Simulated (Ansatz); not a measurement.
## How far is PAW off for ZnO?

```
Zn O
1.0
     3.18441    0.00000    0.00000
    -1.59221    2.75778    0.00000
     0.00000    0.00000    5.20380
Zn O
2 2
Direct
  0.33333 0.66667 0.00000
  0.66667 0.33333 0.50000
  0.33333 0.66667 0.38210
  0.66667 0.33333 0.88210
```

Atom numbers follow the list: Zn1, Zn2, O3, O4.

The geometry is COD entry 9004178, unchecked; take it as a test cell. The listed cell was then made from it by scaling, straining or moving an atom.

Levels of theory: DFT, LDA, PAW with Ansatz's default frozen-core files, scalar-relativistic (Ansatz 0.2.0); DFT, LDA, all-electron PAW with datasets made for the crystal, scalar-relativistic (Ansatz 0.2.0); DFT, LDA, all-electron LAPW, scalar-relativistic (Ansatz 0.2.0).

For PAW: a Γ-centred 11×11×6 k mesh, Fermi–Dirac smearing of 0.02 eV, cutoff 420 eV, no spin polarisation; the PAW files were made with PBE, and the program remakes their frozen cores for this functional. The crystal-made all-electron datasets (AE datasets) take a cutoff of 480 eV at this cell. LAPW targets a basis error of 0.5 meV/atom. The Ansatz runs share mesh, smearing and spin set-up. Plane-wave (PAW) pressures include the program's estimate of the Pulay term.

Stress and pressure are positive in compression.

The change that made this cell: equal xx and yy strain of -2 %.

| quantity | PAW | AE datasets | LAPW |
| --- | --- | --- | --- |
| pressure (GPa) | ? | -1.12 | -1.12 |
| stress xx (GPa) | ? | 0.32 | 0.33 |
| stress zz (GPa) | -4.02 | -4.01 | -4.00 |
| force on Zn1, z (eV/Å) | 0.210 | 0.213 | 0.213 |
| force on O3, z (eV/Å) | -0.210 | -0.213 | -0.213 |
| band gap (eV) | ? | 0.782 | 0.782 |
| field gradient Vzz at Zn1 (10²¹ V/m²) | 1.70 | 1.66 | – |
| field gradient Vzz at O3 (10²¹ V/m²) | -0.09 | -0.08 | – |

Problem. Give the missing entry: row "pressure (GPa)", column "PAW".

Solution. -1.17.

Problem. What belongs in the row "stress xx (GPa)", column "PAW"?

Solution. 0.26.

Problem. Fill in "PAW" for the row "band gap (eV)".

Solution. 0.769.
